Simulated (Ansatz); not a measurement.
Relaxed (110) slab cut from Ta (space group Im-3m (No. 229)); the slab's formula is Ta, its outer planes Ta (top) and Ta (bottom):

```xyz
5
Lattice="2.8742 0.0000 0.0000 -0.9581 2.7098 0.0000 0.0000 0.0000 24.3870" Properties=species:S:1:pos:R:3 pbc="T T T"
Ta    0.9581    1.3549    7.6087
Ta    0.0000    0.0000    9.8516
Ta    0.9581    1.3549   12.1935
Ta    0.0000    0.0000   14.5354
Ta    0.9581    1.3549   16.7782
```

Theory: DFT PBE, scalar-relativistic, plane waves, PAW (Ansatz). Plane waves to 420 eV, a k mesh through Γ of 13×13×1 on the computed 5-atom cell and Gaussian smearing (0.10 eV); no spin polarisation. A dipole correction removes the field between periodic images along c.

The potential is the smooth part; its values at the atoms depend on the PAW datasets.

(1) How does the plane-averaged electrostatic potential energy of an electron run along c, counted from the Fermi level?

Spin-orbit coupling is left out, which matters for the bands of heavy elements.

Answers

(1)
| z (Å) | V (eV) |
| --- | --- |
| 2.71 | 4.76 |
| 2.98 | 4.76 |
| 3.25 | 4.76 |
| 3.52 | 4.75 |
| 3.79 | 4.75 |
| 4.06 | 4.74 |
| 4.34 | 4.72 |
| 4.61 | 4.69 |
| 4.88 | 4.63 |
| 5.15 | 4.52 |
| 5.42 | 4.32 |
| 5.69 | 3.93 |
| 5.96 | 3.22 |
| 6.23 | 1.94 |
| 6.50 | -0.35 |
| 6.77 | -4.60 |
| 7.05 | -10.50 |
| 7.32 | -16.62 |
| 7.59 | -19.58 |
| 7.86 | -17.15 |
| 8.13 | -11.13 |
| 8.40 | -5.34 |
| 8.67 | -2.24 |
| 8.94 | -3.51 |
| 9.21 | -8.30 |
| 9.48 | -14.62 |
| 9.75 | -19.01 |
| 10.03 | -18.21 |
| 10.30 | -12.80 |
| 10.57 | -6.52 |
| 10.84 | -2.18 |
| 11.11 | -1.44 |
| 11.38 | -4.64 |
| 11.65 | -10.41 |
| 11.92 | -16.53 |
| 12.19 | -19.25 |
| 12.46 | -16.53 |
| 12.74 | -10.41 |
| 13.01 | -4.64 |
| 13.28 | -1.44 |
| 13.55 | -2.18 |
| 13.82 | -6.52 |
| 14.09 | -12.80 |
| 14.36 | -18.21 |
| 14.63 | -19.01 |
| 14.90 | -14.62 |
| 15.17 | -8.30 |
| 15.45 | -3.51 |
| 15.72 | -2.24 |
| 15.99 | -5.34 |
| 16.26 | -11.13 |
| 16.53 | -17.15 |
| 16.80 | -19.58 |
| 17.07 | -16.62 |
| 17.34 | -10.50 |
| 17.61 | -4.60 |
| 17.88 | -0.35 |
| 18.15 | 1.94 |
| 18.43 | 3.22 |
| 18.70 | 3.93 |
| 18.97 | 4.32 |
| 19.24 | 4.52 |
| 19.51 | 4.63 |
| 19.78 | 4.69 |
| 20.05 | 4.72 |
| 20.32 | 4.74 |
| 20.59 | 4.75 |
| 20.86 | 4.75 |
| 21.14 | 4.76 |
| 21.41 | 4.76 |
| 21.68 | 4.76 |

The vacuum level lies 4.76 eV above the Fermi level.

Cost: 1 run of about 2.8 core-minutes, on Intel Xeon Platinum 8488C (Sapphire Rapids) (shared hosts).